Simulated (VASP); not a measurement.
Computed with PBE GGA with D4 dispersion, VASP's PBE PAW potentials (set 64) (plane waves; VASP).

A VASP calculation is set up with these files.

**POSCAR**
```
BaF2
1
    0.0000000000     3.1263665670     3.1263665670
    3.1263665670     0.0000000000     3.1263665670
    3.1263665670     3.1263665670    -0.0000000000
Ba F
1 2
Direct
  1.0000000000   0.0000000000   0.0000000000
  0.2500000000   0.2500000000   0.2500000000
  0.7500000000   0.7500000000   0.7500000000
```

INCAR:
```
! general
SYSTEM =BaF2
PREC   =Accurate
ENCUT  =520
LREAL  =.FALSE.
LASPH  =.TRUE.

! electronic loop
EDIFF  =1E-6
NELM   =100
ALGO   =Normal
LMAXMIX=4

! smearing
ISMEAR =0
SIGMA  =0.05

! functional
GGA    =PE
IVDW   =13

! ions
IBRION =2
NSW    =60
ISIF   =3
EDIFFG =-0.02

! output
LWAVE  =.FALSE.
LCHARG =.FALSE.
```

KPOINTS:
```
Automatic
0
gamma
6 6 6
0 0 0
```

POTCAR, in this order: Ba_sv F (PBE.64 set). Program: vasp_std.

What VASP printed:

OSZICAR:
```
       N       E                     dE             d eps       ncg     rms          rms(c)
DAV:   1     0.161566079461E+03    0.16157E+03   -0.13118E+04   512   0.140E+03
DAV:   2    -0.123614017391E+02   -0.17393E+03   -0.16851E+03   664   0.288E+02
DAV:   3    -0.188335686059E+02   -0.64722E+01   -0.64665E+01   688   0.662E+01
DAV:   4    -0.189055466154E+02   -0.71978E-01   -0.71964E-01   696   0.600E+00
DAV:   5    -0.189077388659E+02   -0.21923E-02   -0.21922E-02   688   0.631E-01    0.851E+00
DAV:   6    -0.170998919965E+02    0.18078E+01   -0.10041E+01   512   0.249E+01    0.424E+00
DAV:   7    -0.170966997489E+02    0.31922E-02   -0.36753E-01   648   0.551E+00    0.214E+00
DAV:   8    -0.171145496208E+02   -0.17850E-01   -0.58071E-02   568   0.293E+00    0.280E-01
DAV:   9    -0.171231545417E+02   -0.86049E-02   -0.14833E-02   624   0.881E-01    0.149E-01
DAV:  10    -0.171257527200E+02   -0.25982E-02   -0.39349E-03   536   0.457E-01    0.428E-02
DAV:  11    -0.171257447977E+02    0.79223E-05   -0.41385E-04   712   0.160E-01    0.220E-02
DAV:  12    -0.171257613665E+02   -0.16569E-04   -0.82468E-05   512   0.677E-02    0.271E-03
DAV:  13    -0.171257618530E+02   -0.48648E-06   -0.16590E-06   576   0.996E-03
   1 F= -.17467788E+02 E0= -.17467788E+02  d E =-.174678E+02
```

File OUTCAR:
```
------------------------ aborting loop because EDIFF is reached ----------------------------------------
  Edisp (eV):   -0.34203
  FORCE on cell =-STRESS in cart. coord.  units (eV):
  Direction    XX          YY          ZZ          XY          YZ          ZX
  --------------------------------------------------------------------------------------
  Total      -0.03728    -0.03728    -0.03728     0.00000     0.00000     0.00000
  in kB      -0.97743    -0.97743    -0.97743     0.00000     0.00000     0.00000
  external pressure =       -0.98 kB  Pullay stress =        0.00 kB
  volume of cell :       61.12
      direct lattice vectors                 reciprocal lattice vectors
     0.000000000  3.126366567  3.126366567    -0.159930062  0.159930062  0.159930062
     3.126366567  0.000000000  3.126366567     0.159930062 -0.159930062  0.159930062
     3.126366567  3.126366567  0.000000000     0.159930062  0.159930062 -0.159930062
 POSITION                                       TOTAL-FORCE (eV/Angst)
 -----------------------------------------------------------------------------------
      0.00000      0.00000      0.00000         0.000000     -0.000000     -0.000000
      1.56318      1.56318      1.56318        -0.000000     -0.000000     -0.000000
      4.68955      4.68955      4.68955         0.000000      0.000000      0.000000
 -----------------------------------------------------------------------------------
    total drift:                                0.000000      0.000000      0.000000
  FREE ENERGIE OF THE ION-ELECTRON SYSTEM (eV)
  ---------------------------------------------------
  free  energy   TOTEN  =       -17.4677875419 eV

  energy  without entropy=      -17.4677875418  energy(sigma->0) =      -17.46778754

 reached required accuracy - stopping structural energy minimisation
```
(Selected blocks of OUTCAR.)

The compound is BaF2 in the fluorite structure. It was relaxed first. The start is the result of an earlier pass.
